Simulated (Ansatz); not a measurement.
**Bands of Mn**

```
Mn
1.0
     0.00000    2.47574    2.47574
     2.47574    0.00000    2.47574
     2.47574    2.47574    0.00000
Mn
2
Direct
  0.00000 0.00000 0.00000
  0.25000 0.25000 0.25000
```

Atoms are numbered in the order listed.

Conventional cell: a = 4.951 Å, b = 4.951 Å, c = 4.951 Å, α = 90.00°, β = 90.00°, γ = 90.00°. Mn (atom 1) has 4 Mn at 2.14 Å as nearest neighbours.

The cell was built from the diamond type and relaxed in the same program, and has space group Fd-3m; it needn't be a known or the stable phase.

The magnetic state is the one reached from the start moments; no search over orders was made, so it needn't be the ground state.

Method: DFT, PBE, all-electron LAPW, scalar-relativistic (Ansatz 0.2.0).

Numerical set-up: a Γ-centred 13×13×13 k mesh, Fermi–Dirac smearing of 0.05 eV, basis error target 0.5 meV/atom, spin-polarised from start moments Mn1 4, Mn2 4 μB, ending with a cell moment of 0.00 μB.

Points in fractions of the reciprocal vectors of this cell: Γ (0, 0, 0), X (0.5, 0, 0.5), U (0.625, 0.25, 0.625), K (0.375, 0.375, 0.75), L (0.5, 0.5, 0.5), W (0.5, 0.25, 0.75). The path joins them by straight lines in the order Γ–X–U–K–Γ–L–W–X; legs that retrace an earlier one aren't tabulated. Energies are in eV from the Fermi level.

(1) Metal or insulator at this level of theory?

(2) Tabulate bands 18 to 24 of the spin-up channel, counted from the lowest band of the run, along the path.

## Answers

(1) No gap opens: metallic or semimetallic.

(2) 
```tsv
k (1/Å)	point	band 18	band 19	band 20	band 21	band 22	band 23	band 24
0.00	Γ	-2.25	-2.25	-2.25	0.23	0.23	0.23	2.10
0.32		-2.21	-2.21	-1.94	-0.17	0.32	0.32	1.94
0.63		-2.15	-2.05	-1.88	-0.64	0.71	0.71	1.52
0.95		-2.14	-2.07	-1.48	-0.59	0.94	1.43	1.43
1.27	X	-2.15	-1.14	-1.11	-0.83	0.60	1.97	1.97
1.38		-2.11	-1.16	-1.08	-0.84	0.57	1.98	1.99
1.49		-2.02	-1.20	-1.01	-0.87	0.49	2.01	2.06
1.61		-1.94	-1.25	-0.95	-0.83	0.40	2.05	2.11
1.72	U	-1.93	-1.31	-1.04	-0.61	0.31	2.01	2.09
1.91		-1.92	-1.45	-1.09	-0.50	0.20	1.87	2.08
2.11		-1.78	-1.70	-1.11	-0.46	0.11	1.87	2.04
2.30		-1.92	-1.45	-1.09	-0.50	0.20	1.87	2.08
2.49	K	-1.93	-1.31	-1.04	-0.61	0.31	2.01	2.09
2.83		-2.27	-1.59	-1.46	-0.24	0.13	0.79	1.74
3.17		-2.27	-2.00	-1.62	-0.46	0.11	0.69	1.66
3.50		-2.21	-2.12	-1.94	-0.08	0.17	0.33	1.99
3.84	Γ	-2.25	-2.25	-2.25	0.23	0.23	0.23	2.10
4.12		-2.24	-2.07	-2.07	0.02	0.23	0.23	2.08
4.39		-2.17	-1.92	-1.92	-0.50	0.35	0.35	2.03
4.66		-2.15	-2.04	-2.04	-0.97	0.65	0.65	1.90
4.94	L	-2.52	-2.23	-2.23	-0.91	0.86	0.86	1.80
5.16		-2.42	-2.08	-1.78	-0.77	0.72	0.83	1.83
5.39		-2.14	-1.86	-1.38	-0.46	0.41	1.06	1.91
5.61		-1.78	-1.70	-1.11	-0.46	0.11	1.87	2.04
5.84	W	-1.71	-1.59	-0.92	-0.59	0.00	2.07	2.31
6.00		-1.86	-1.44	-0.91	-0.73	0.15	2.07	2.25
6.15		-2.02	-1.28	-0.93	-0.88	0.37	2.03	2.13
6.31		-2.12	-1.18	-1.06	-0.85	0.54	1.99	2.01
6.47	X	-2.15	-1.14	-1.11	-0.83	0.60	1.97	1.97
```
